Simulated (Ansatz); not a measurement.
# CsH (Pm-3m) in Ansatz: further runs

One crystal, CsH, is run at these levels: HSE(alpha, omega); tasks: single point.

Everything below comes from runs of Ansatz 0.2.0. Logs are shortened: lines on timing, memory, paths and dates and some standing lists are left out, and cuts for length are marked.

## (1) The structure

Symmetry: Pm-3m, No. 221, cubic system. Conventional cell: a = 3.818 Å, b = 3.818 Å, c = 3.818 Å, α = 90.00°, β = 90.00°, γ = 90.00°. Around Cs (site symmetry m-3m) lie 8 H at 3.31 Å. Around H (site symmetry m-3m) lie 8 Cs at 3.31 Å.

The cell comes from a database or a generator and needn't be the stable form of this composition.

## (2) Single point, HSE(alpha, omega)

File input.yaml:

```yaml
crystal:
  lattice:
    - [3.81840854, 0.0, 0.0]
    - [0.0, 3.81840854, 0.0]
    - [0.0, 0.0, 3.81840854]
  atoms:
    - { symbol: Cs, position: [0.0, 0.0, 0.0] }
    - { symbol: H, position: [0.5, 0.5, 0.5] }
kpoints:
  mp_grid: { grid: [4, 4, 4] }
scf:
  occupations: { method: fermi_dirac, width: 0.05 }
hamiltonian:
  xc: { preset: hse06, exx: { coeff: 0.25, omega: 0.2 } }
  pseudopotentials: { kind: all_electron, datasets: crystal }
output:
  forces: true
  stress: true
```

Potentials or basis: all-electron PAW datasets made for the crystal.

Run with:

```console
ansatz run input.yaml --threads 1 --pin off --max-ram 3072MiB --backend cpu --events-out ev --progress --plain --runs-dir out
```

What it wrote:

```text
Warning: RAYON_NUM_THREADS=1 ignored (pool sized by the plan → 1); use --threads N
hamiltonian.pseudopotentials.datasets: crystal makes datasets for this crystal and solves the spheres of its atoms anew in each pass: cutoff 340.0 eV, the density's 1360.0 eV;, for an error of 0.50 meV an atom under PBE, 1.0 meV for the cell; an energy difference from a run of another recipe may be off by several times the error for the cell, under r2SCAN by more, where some 0.1 meV an atom stays at smaller errors; H in spheres of 1.376 Å, 1 of its electrons in bands; Cs in spheres of 1.376 Å, 19 of its electrons in bands
Engine: ansatz 0.2.0, aarch64-unknown-linux-gnu
Pseudopotentials: kind: all_electron
Pseudopotential: Cs, paw, valence charge 19, recommended cutoff 340 eV (normal), crystal/all_electron/pbe/scalar/gaussian/Cs, Koelling and Harmon's equation, gaussian nucleus
Pseudopotential: H, paw, valence charge 1, recommended cutoff 340 eV (normal), crystal/all_electron/pbe/scalar/gaussian/H, Koelling and Harmon's equation, gaussian nucleus
Functional definition: unnamed
  parameter a_1 = 0.25
  parameter omega_1 = 0.2/angstrom
  exchange = pbe_x + (-a_1)*pbe_x_sr(omega_1) + a_1*exact_x_sr(omega_1)
  correlation = pbe_c
Crystal: 2 atoms, lattice volume = 55.673 Å³
Basis set: ecut = 340 eV, 751 PW (Γ), exchange–correlation on 48×48×48 points (8 copies of the dense FFT grid, shifted against one another)
Bands: 14, of which v1, the nominal top of the filled ones, is band 10 counted from 1 (9 counted from 0)
Symmetry: 48 space group operations
Space group: Pm-3m (ITA 221), of the structure as read, at distance tolerance 3.8e-5 Å
k-points: 10 of 64
Non-local potential: Cs, projectors of the file, l = 0: 2, l = 1: 1, l = 2: 3, l = 3: 2
Non-local potential: H, projectors of the file, l = 0: 2, l = 1: 1
PAW form: soft (Blöchl's): semilocal exchange-correlation on the pseudo side does not see the compensation charge
PAW one-centre angular grid: Cs, 590 points (default); XC on its mesh's 1853 points in the sphere
PAW one-centre angular grid: H, 110 points (default); XC on its mesh's 2265 points in the sphere
Initial density: superposition of atomic densities (neutral atoms: chi_scale 0, normalization atom)
Initial wavefunctions: pseudopotential atomic-orbital guess
Functional: x = pbe(κ = 0.804, μ = 0.2195149727645171) + 0.25 (exact − pbe) at short range (hse, ω = 0.2 Å⁻¹), c = pbe(β = 0.06672455060314922)
iter 1 solved again at ethr=1.01e-2 eV; its pass at ethr=1.00e-1 eV (dr2=2.02e0 eV) is discarded
SCF iter   1: F=—  HF=-211902.465893 eV  |F-HF|=—  |Δ(HF+E_count)|=         —  Δρ=4.31e-2  dr2=2.02e0  ethr=1.01e-2  ⟨swp⟩=2.9  Hψ=844  notcnv=0
preconditioner: auto → none  [insulator: Δε(μ)=4.537 eV  Ē_g=11.596 eV  σ=0.050 eV  W_gap=1.00  n_scr=6 (ndim 8)  ℏωp=14.1 eV  f_vac=0.000  D(μ)=0.00/eV (n_scr^D=0)]
iter 2 solved again at ethr=1.99e-4 eV; its pass at ethr=1.01e-2 eV (dr2=3.98e-2 eV) is discarded
SCF iter   2: F=—  HF=-211901.631943 eV  |F-HF|=—  |Δ(HF+E_count)|=   8.34e-1  Δρ=6.12e-3  dr2=3.99e-2  ethr=1.99e-4  ⟨swp⟩=3.9  Hψ=763  notcnv=0  defer=3
SCF iter   3: F=—  HF=-211901.635669 eV  |F-HF|=—  |Δ(HF+E_count)|=   3.73e-3  Δρ=2.81e-3  dr2=3.51e-3  ethr=1.99e-4  ⟨swp⟩=3.6  Hψ=319  notcnv=0  defer=3
SCF iter   4: F=—  HF=-211901.638911 eV  |F-HF|=—  |Δ(HF+E_count)|=   3.24e-3  Δρ=1.22e-3  dr2=6.19e-4  ethr=1.76e-5  ⟨swp⟩=3.2  Hψ=279  notcnv=0  defer=2
SCF iter   5: F=—  HF=-211901.640450 eV  |F-HF|=—  |Δ(HF+E_count)|=   1.54e-3  Δρ=9.25e-5  dr2=3.05e-6  ethr=3.09e-6  ⟨swp⟩=2.2  Hψ=638  notcnv=0  defer=1
SCF iter   6: F=—  HF=-211900.686667 eV  |F-HF|=—  |Δ(HF+E_count)|=         —  Δρ=1.44e-3  dr2=1.56e-3  ethr=1.52e-8  ⟨swp⟩=7.2  Hψ=853  notcnv=0  defer=4
SCF iter   7: F=—  HF=-211900.685766 eV  |F-HF|=—  |Δ(HF+E_count)|=   9.01e-4  Δρ=2.84e-4  dr2=6.32e-5  ethr=1.52e-8  ⟨swp⟩=5.2  Hψ=511  notcnv=0
SCF iter   8: F=—  HF=-211900.685920 eV  |F-HF|=—  |Δ(HF+E_count)|=   1.54e-4  Δρ=1.19e-4  dr2=9.85e-6  ethr=1.52e-8  ⟨swp⟩=4.2  Hψ=534  notcnv=0
SCF iter   9: F=—  HF=-211900.686105 eV  |F-HF|=—  |Δ(HF+E_count)|=   1.86e-4  Δρ=4.54e-5  dr2=2.17e-7  ethr=1.52e-8  ⟨swp⟩=3.4  Hψ=477  notcnv=0  defer=2
SCF iter  10: F=—  HF=-211900.686147 eV  |F-HF|=—  |Δ(HF+E_count)|=   4.12e-5  Δρ=3.19e-5  dr2=8.48e-7  ethr=1.08e-9  ⟨swp⟩=4.1  Hψ=369  notcnv=0
SCF iter  11: F=—  HF=-211900.686126 eV  |F-HF|=—  |Δ(HF+E_count)|=   2.04e-5  Δρ=2.43e-6  dr2=3.48e-9  ethr=1.08e-9  ⟨swp⟩=3.8  Hψ=307  notcnv=0  defer=1
SCF iter  12: F=—  HF=-211900.686148 eV  |F-HF|=—  |Δ(HF+E_count)|=   2.16e-5  Δρ=7.74e-6  dr2=1.04e-8  ethr=1.74e-11  ⟨swp⟩=4.9  Hψ=450  notcnv=0
SCF iter  13: F=—  HF=-211900.686150 eV  |F-HF|=—  |Δ(HF+E_count)|=   2.31e-6  Δρ=1.73e-5  dr2=2.52e-7  ethr=1.74e-11  ⟨swp⟩=4.3  Hψ=444  notcnv=0  defer=1
SCF iter  14: F=—  HF=-211900.686149 eV  |F-HF|=—  |Δ(HF+E_count)|=   1.12e-6  Δρ=5.09e-6  dr2=1.72e-8  ethr=1.74e-11  ⟨swp⟩=4.8  Hψ=421  notcnv=0
SCF iter  15: F=-211900.686149 eV  HF=-211900.686149 eV  |F-HF|=3.49e-10  |Δ(HF+E_count)|=   1.11e-7  Δρ=4.25e-7  dr2=1.58e-10  ethr=1.74e-11  ⟨swp⟩=3.9  Hψ=328  notcnv=0  defer=1
SCF 1 converged in 15 iterations: F = -211900.686149 eV  dr2 = 1.58e-10
  Residual-converged pass: ⟨swp⟩=3.2  Hψ=270  notcnv=0  max |occ|·‖R‖ = 5.2e-6 eV (tolerance 5.3e-6 eV)  dr2=1.42e-10  dr2_onsite=3.71e-10  max |Δocc| = 1.7e-21
hybrid outer 1: dexx = +1.511e-12 eV
hybrid SCF converged: 1 outer / 15 inner (+0 warm-up), last move |dexx| = 1.51e-12 eV
Stability not checked: this state was not tested for a lower state beside it, because the functional holds exact exchange (a hybrid, or Hartree-Fock), whose exchange loop this test does not read (fock_operator; see scf.lower_state_search)
Free energy (F): -211900.686149 eV
Harris-Foulkes:  -211900.686149 eV  (|F-HF|=3.49e-10)
Internal energy: -211900.686149 eV  (E = F + TS)
E sigma→0 (E₀):  -211900.686149 eV
Past the cutoff: the bands carry plane waves up to 1.75 times it, of which those up to 1.5 times it add -0.000233 eV an atom, each by itself; the spheres take 0.000136 eV an atom off the energy for waves past 1.75 times it
Past the cutoffs: a stress includes 0.0003 GPa for waves and charges beyond them, in addition to the slope of what the spheres take
In the spheres:  the bands' charges fall short by 3.8e-5 e at most (sound up to 1e-3)
Fermi energy:    7.771648 eV
--- Per-component energies (eV) ---
  E_band       = -700.268045
  E_kinetic    = 210.741545
  E_local      = -2432.747276  (includes V_loc(G=0)·N_el)
  E_nonlocal   = -688.333390
  E_hartree    = 1102.629198
  E_xc         = -109.057963
  E_vxc        = -139.735259  (∫ρ·V_xc dr)
  E_exx        = -62.260014  (= α·E_x^exact, valence–valence)
  E_paw        = -214834.892923  (= ΣΔE_a)
  E_vpaw       = -6638.283391  (= ΣTr[D̂ρ^β])
  E_ewald      = -1994.117257
  E_smearing   = -0.000000  (= −TS)
  E_closure    = 6907.351931  (closes the sum)
  Σ components = -211900.686149   (vs F -211900.686149, Δ=0.00e0)
  The terms above E_closure are by the made datasets' own strengths, without shells solved beside the bands.
--- Forces (eV/Å), atoms counted from 1 ---
  atom   1  Cs     0.00000000     0.00000000    -0.00000000
  atom   2  H      0.00000000     0.00000000     0.00000000
  max |Σ_I F_I| component: 6.97e-18 eV/Å
--- Stress (GPa, compression-positive) ---
        0.150070       0.000000       0.000000
        0.000000       0.150070       0.000000
        0.000000       0.000000       0.150070
  P = ⅓ Tr σ = 0.1501 GPa (1.501 kbar)
--- Band table (eV; the first three rows and the last of 10) ---
  k-point 0: bands = ["-65.8637", "-65.8637", "-65.8602", "-65.8602", "-65.8602", "-17.3247", "-2.3602", "-2.3602", "-2.3602", "3.8802", "10.4173", "10.4173"]
  k-point 1: bands = ["-65.8637", "-65.8635", "-65.8602", "-65.8602", "-65.8602", "-17.2397", "-3.2597", "-2.2797", "-2.2797", "4.7376", "10.7756", "10.8141"]
  k-point 2: bands = ["-65.8637", "-65.8633", "-65.8602", "-65.8602", "-65.8602", "-17.1513", "-3.9953", "-2.1967", "-2.1967", "5.7018", "9.6216", "11.2468"]
  k-point 9: bands = ["-65.8631", "-65.8631", "-65.8603", "-65.8603", "-65.8603", "-16.8314", "-3.3954", "-3.3954", "-3.3954", "5.9911", "9.6743", "9.6743"]
```

Wall time 71 s (1 thread of Arm Neoverse V1, shared host); peak memory 0.69 GiB.

Results:

| Quantity | Value |
| --- | --- |
| Free energy | -211900.6861 eV |
| Pressure | 0.2 GPa |
| Band gap on the k mesh | 3.63 eV, indirect (least direct gap 3.68 eV) |

Levels at points of the mesh, in eV from the valence-band top:
| k point | band 8 | band 9 | band 10 | band 11 | band 12 |
| --- | --- | --- | --- | --- | --- |
| (0.00, 0.00, 0.00) | -8.35 | -8.35 | -2.11 | 4.43 | 4.43 |
| (0.00, 0.00, -0.50) | -8.19 | -8.19 | -0.29 | 3.63 | 5.26 |
| (0.00, -0.50, -0.50) | -9.62 | -8.04 | -1.30 | 5.56 | 7.51 |
| (-0.50, -0.50, -0.50) | -9.39 | -9.39 | 0.00 | 3.68 | 3.68 |

Caveat: spin-orbit coupling is left out, which moves the levels of the heavy elements. A k mesh can miss the band edges.

## (3) Single point, HSE(alpha, omega)

input.yaml, as its differences from that of step 2:

```diff
@@ -13,3 +13,3 @@
 hamiltonian:
-  xc: { preset: hse06, exx: { coeff: 0.25, omega: 0.2 } }
+  xc: { preset: hse06, exx: { coeff: 0.25, omega: 0.3 } }
   pseudopotentials: { kind: all_electron, datasets: crystal }
```

Potentials or basis: all-electron PAW datasets made for the crystal.

Run with:

```console
ansatz run input.yaml --threads 1 --pin off --max-ram 3072MiB --backend cpu --events-out ev --progress --plain --runs-dir out
```

What it wrote:

```text
Warning: RAYON_NUM_THREADS=1 ignored (pool sized by the plan → 1); use --threads N
hamiltonian.pseudopotentials.datasets: crystal makes datasets for this crystal and solves the spheres of its atoms anew in each pass: cutoff 340.0 eV, the density's 1360.0 eV;, for an error of 0.50 meV an atom under PBE, 1.0 meV for the cell; an energy difference from a run of another recipe may be off by several times the error for the cell, under r2SCAN by more, where some 0.1 meV an atom stays at smaller errors; H in spheres of 1.376 Å, 1 of its electrons in bands; Cs in spheres of 1.376 Å, 19 of its electrons in bands
Engine: ansatz 0.2.0, aarch64-unknown-linux-gnu
Pseudopotentials: kind: all_electron
Pseudopotential: Cs, paw, valence charge 19, recommended cutoff 340 eV (normal), crystal/all_electron/pbe/scalar/gaussian/Cs, Koelling and Harmon's equation, gaussian nucleus
Pseudopotential: H, paw, valence charge 1, recommended cutoff 340 eV (normal), crystal/all_electron/pbe/scalar/gaussian/H, Koelling and Harmon's equation, gaussian nucleus
Functional definition: unnamed
  parameter a_1 = 0.25
  parameter omega_1 = 0.3/angstrom
  exchange = pbe_x + (-a_1)*pbe_x_sr(omega_1) + a_1*exact_x_sr(omega_1)
  correlation = pbe_c
Crystal: 2 atoms, lattice volume = 55.673 Å³
Basis set: ecut = 340 eV, 751 PW (Γ), exchange–correlation on 48×48×48 points (8 copies of the dense FFT grid, shifted against one another)
Bands: 14, of which v1, the nominal top of the filled ones, is band 10 counted from 1 (9 counted from 0)
Symmetry: 48 space group operations
Space group: Pm-3m (ITA 221), of the structure as read, at distance tolerance 3.8e-5 Å
k-points: 10 of 64
Non-local potential: Cs, projectors of the file, l = 0: 2, l = 1: 1, l = 2: 3, l = 3: 2
Non-local potential: H, projectors of the file, l = 0: 2, l = 1: 1
PAW form: soft (Blöchl's): semilocal exchange-correlation on the pseudo side does not see the compensation charge
PAW one-centre angular grid: Cs, 590 points (default); XC on its mesh's 1853 points in the sphere
PAW one-centre angular grid: H, 110 points (default); XC on its mesh's 2265 points in the sphere
Initial density: superposition of atomic densities (neutral atoms: chi_scale 0, normalization atom)
Initial wavefunctions: pseudopotential atomic-orbital guess
Functional: x = pbe(κ = 0.804, μ = 0.2195149727645171) + 0.25 (exact − pbe) at short range (hse, ω = 0.3 Å⁻¹), c = pbe(β = 0.06672455060314922)
iter 1 solved again at ethr=1.01e-2 eV; its pass at ethr=1.00e-1 eV (dr2=2.02e0 eV) is discarded
SCF iter   1: F=—  HF=-211902.465893 eV  |F-HF|=—  |Δ(HF+E_count)|=         —  Δρ=4.31e-2  dr2=2.02e0  ethr=1.01e-2  ⟨swp⟩=2.9  Hψ=844  notcnv=0
preconditioner: auto → none  [insulator: Δε(μ)=4.537 eV  Ē_g=11.596 eV  σ=0.050 eV  W_gap=1.00  n_scr=6 (ndim 8)  ℏωp=14.1 eV  f_vac=0.000  D(μ)=0.00/eV (n_scr^D=0)]
iter 2 solved again at ethr=1.99e-4 eV; its pass at ethr=1.01e-2 eV (dr2=3.98e-2 eV) is discarded
SCF iter   2: F=—  HF=-211901.631943 eV  |F-HF|=—  |Δ(HF+E_count)|=   8.34e-1  Δρ=6.12e-3  dr2=3.99e-2  ethr=1.99e-4  ⟨swp⟩=3.9  Hψ=763  notcnv=0  defer=3
SCF iter   3: F=—  HF=-211901.635679 eV  |F-HF|=—  |Δ(HF+E_count)|=   3.74e-3  Δρ=2.80e-3  dr2=3.50e-3  ethr=1.99e-4  ⟨swp⟩=3.6  Hψ=319  notcnv=0  defer=3
SCF iter   4: F=—  HF=-211901.638929 eV  |F-HF|=—  |Δ(HF+E_count)|=   3.25e-3  Δρ=1.20e-3  dr2=6.04e-4  ethr=1.75e-5  ⟨swp⟩=3.2  Hψ=279  notcnv=0  defer=2
SCF iter   5: F=—  HF=-211901.640450 eV  |F-HF|=—  |Δ(HF+E_count)|=   1.52e-3  Δρ=9.19e-5  dr2=2.99e-6  ethr=3.02e-6  ⟨swp⟩=2.2  Hψ=638  notcnv=0  defer=1
SCF iter   6: F=—  HF=-211900.620232 eV  |F-HF|=—  |Δ(HF+E_count)|=         —  Δρ=1.38e-3  dr2=1.43e-3  ethr=1.50e-8  ⟨swp⟩=7.4  Hψ=860  notcnv=0  defer=3
SCF iter   7: F=—  HF=-211900.619061 eV  |F-HF|=—  |Δ(HF+E_count)|=   1.17e-3  Δρ=2.54e-4  dr2=5.11e-5  ethr=1.50e-8  ⟨swp⟩=5.1  Hψ=513  notcnv=0
SCF iter   8: F=—  HF=-211900.619201 eV  |F-HF|=—  |Δ(HF+E_count)|=   1.40e-4  Δρ=1.22e-4  dr2=1.05e-5  ethr=1.50e-8  ⟨swp⟩=4.2  Hψ=533  notcnv=0
SCF iter   9: F=—  HF=-211900.619377 eV  |F-HF|=—  |Δ(HF+E_count)|=   1.77e-4  Δρ=4.39e-5  dr2=2.14e-7  ethr=1.50e-8  ⟨swp⟩=3.5  Hψ=478  notcnv=0  defer=2
SCF iter  10: F=—  HF=-211900.619418 eV  |F-HF|=—  |Δ(HF+E_count)|=   4.02e-5  Δρ=2.77e-5  dr2=6.19e-7  ethr=1.07e-9  ⟨swp⟩=4.0  Hψ=363  notcnv=0
SCF iter  11: F=—  HF=-211900.619399 eV  |F-HF|=—  |Δ(HF+E_count)|=   1.91e-5  Δρ=2.10e-6  dr2=2.95e-9  ethr=1.07e-9  ⟨swp⟩=3.4  Hψ=298  notcnv=0  defer=1
SCF iter  12: F=—  HF=-211900.619419 eV  |F-HF|=—  |Δ(HF+E_count)|=   2.08e-5  Δρ=7.63e-6  dr2=9.37e-9  ethr=1.47e-11  ⟨swp⟩=4.9  Hψ=450  notcnv=0
SCF iter  13: F=—  HF=-211900.619422 eV  |F-HF|=—  |Δ(HF+E_count)|=   2.34e-6  Δρ=1.72e-5  dr2=2.31e-7  ethr=1.47e-11  ⟨swp⟩=4.3  Hψ=444  notcnv=0
SCF iter  14: F=—  HF=-211900.619421 eV  |F-HF|=—  |Δ(HF+E_count)|=   1.01e-6  Δρ=5.20e-6  dr2=1.93e-8  ethr=1.47e-11  ⟨swp⟩=4.9  Hψ=428  notcnv=0
SCF iter  15: F=-211900.619421 eV  HF=-211900.619421 eV  |F-HF|=2.62e-10  |Δ(HF+E_count)|=   1.33e-7  Δρ=2.78e-7  dr2=4.01e-11  ethr=1.47e-11  ⟨swp⟩=3.9  Hψ=336  notcnv=0  defer=1
SCF 1 converged in 15 iterations: F = -211900.619421 eV  dr2 = 4.01e-11
  Residual-converged pass: ⟨swp⟩=3.3  Hψ=268  notcnv=0  max |occ|·‖R‖ = 5.2e-6 eV (tolerance 5.3e-6 eV)  dr2=4.44e-11  dr2_onsite=3.12e-10  max |Δocc| = 1.4e-19
hybrid outer 1: dexx = +3.650e-12 eV
hybrid SCF converged: 1 outer / 15 inner (+0 warm-up), last move |dexx| = 3.65e-12 eV
Stability not checked: this state was not tested for a lower state beside it, because the functional holds exact exchange (a hybrid, or Hartree-Fock), whose exchange loop this test does not read (fock_operator; see scf.lower_state_search)
Free energy (F): -211900.619421 eV
Harris-Foulkes:  -211900.619421 eV  (|F-HF|=2.62e-10)
Internal energy: -211900.619421 eV  (E = F + TS)
E sigma→0 (E₀):  -211900.619421 eV
Past the cutoff: the bands carry plane waves up to 1.75 times it, of which those up to 1.5 times it add -0.000225 eV an atom, each by itself; the spheres take 0.000134 eV an atom off the energy for waves past 1.75 times it
Past the cutoffs: a stress includes 0.0003 GPa for waves and charges beyond them, in addition to the slope of what the spheres take
In the spheres:  the bands' charges fall short by 3.7e-5 e at most (sound up to 1e-3)
Fermi energy:    7.785893 eV
--- Per-component energies (eV) ---
  E_band       = -696.436443
  E_kinetic    = 210.725284
  E_local      = -2432.788828  (includes V_loc(G=0)·N_el)
  E_nonlocal   = -688.372284
  E_hartree    = 1102.666275
  E_xc         = -111.206685
  E_vxc        = -141.957209  (∫ρ·V_xc dr)
  E_exx        = -58.459856  (= α·E_x^exact, valence–valence)
  E_paw        = -214836.565814  (= ΣΔE_a)
  E_vpaw       = -6639.955629  (= ΣTr[D̂ρ^β])
  E_ewald      = -1994.117257
  E_smearing   = -0.000000  (= −TS)
  E_closure    = 6907.499743  (closes the sum)
  Σ components = -211900.619421   (vs F -211900.619421, Δ=0.00e0)
  The terms above E_closure are by the made datasets' own strengths, without shells solved beside the bands.
--- Forces (eV/Å), atoms counted from 1 ---
  atom   1  Cs     0.00000000    -0.00000000    -0.00000000
  atom   2  H     -0.00000000     0.00000000     0.00000000
  max |Σ_I F_I| component: 1.43e-16 eV/Å
--- Stress (GPa, compression-positive) ---
        0.149422      -0.000000       0.000000
        0.000000       0.149422       0.000000
        0.000000       0.000000       0.149422
  P = ⅓ Tr σ = 0.1494 GPa (1.494 kbar)
--- Band table (eV; the first three rows and the last of 10) ---
  k-point 0: bands = ["-65.6630", "-65.6630", "-65.6595", "-65.6595", "-65.6595", "-17.1095", "-2.1873", "-2.1873", "-2.1873", "4.0707", "10.2940", "10.2940"]
  k-point 1: bands = ["-65.6630", "-65.6628", "-65.6595", "-65.6595", "-65.6595", "-17.0248", "-3.0714", "-2.1078", "-2.1078", "4.9039", "10.6493", "10.6987"]
  k-point 2: bands = ["-65.6630", "-65.6626", "-65.6595", "-65.6595", "-65.6595", "-16.9369", "-3.7959", "-2.0258", "-2.0258", "5.8496", "9.5219", "11.1157"]
  k-point 9: bands = ["-65.6623", "-65.6623", "-65.6596", "-65.6596", "-65.6596", "-16.6188", "-3.2105", "-3.2105", "-3.2105", "6.1189", "9.5751", "9.5751"]
```

Wall time 70 s (1 thread of Arm Neoverse V1, shared host); peak memory 0.69 GiB.

What came out:

```
Free energy            : -211900.6194 eV
Pressure               : 0.1 GPa
Band gap on the k mesh : 3.40 eV, indirect (least direct gap 3.46 eV)
```

Caveat: spin-orbit coupling is left out, which moves the levels of the heavy elements.
